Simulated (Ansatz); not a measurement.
Crystal: AlAu.

```
CELL_PARAMETERS angstrom
3.22394 0.00000 0.00000
0.00000 3.22394 0.00000
0.00000 0.00000 3.22394
ATOMIC_POSITIONS crystal
Au 0.50000 0.50000 0.50000
Al 0.00000 0.00000 0.00000
```

The cell comes from a database or a generator and needn't be the stable form of this composition.

Base run:

```yaml
Program: Ansatz 0.2.0
Functional: PBEsol
Potentials_or_basis: all-electron LAPW, scalar-relativistic
Cutoff: 207 eV (chosen from the basis error)
Basis_error_allowed: 0.001 eV/atom
k_mesh: 8 × 8 × 8
Occupations: fermi-dirac, width 0.05 eV
Spin: no spin polarisation
```

Its results: pressure -5.1 GPa.

Task: After a change of settings the same cell gave: pressure 10.1 GPa. Which change was it?
A. potentials or basis from all-electron LAPW, scalar-relativistic to all-electron LAPW, non-relativistic
B. potentials or basis from all-electron LAPW, scalar-relativistic to all-electron LAPW, inner shells corrected to Dirac's equation
C. k mesh from 8 × 8 × 8 to 6 × 6 × 6
D. potentials or basis from all-electron LAPW, scalar-relativistic to all-electron PAW datasets made for the crystal

Result: A.

Caveats: relativity is left out, which matters for the heavier elements (some runs).

The runs don't all hold the same shells in valence.
